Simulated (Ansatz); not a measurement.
Sr:

```xyz
1
Lattice="0.0000 3.0423 3.0423 3.0423 0.0000 3.0423 3.0423 3.0423 0.0000" Properties=species:S:1:pos:R:3 pbc="T T T"
Sr    0.0000    0.0000    0.0000
```

Base run:

```yaml
Program: Ansatz 0.2.0
Functional: PBEsol
Potentials_or_basis: all-electron LAPW, scalar-relativistic
Cutoff: 69 eV (chosen from the basis error)
Basis_error_allowed: 0.001 eV/atom
k_mesh: 8 × 8 × 8
Occupations: fermi-dirac, width 0.05 eV
Spin: no spin polarisation
```

Its results: pressure -0.9 GPa.

Q: The run is repeated on the same cell with these changes: functional from PBEsol to PBE. What comes out?

A: Pressure -0.3 GPa.

PBE binds less tightly than PBEsol, so the same cell stands under more pressure.
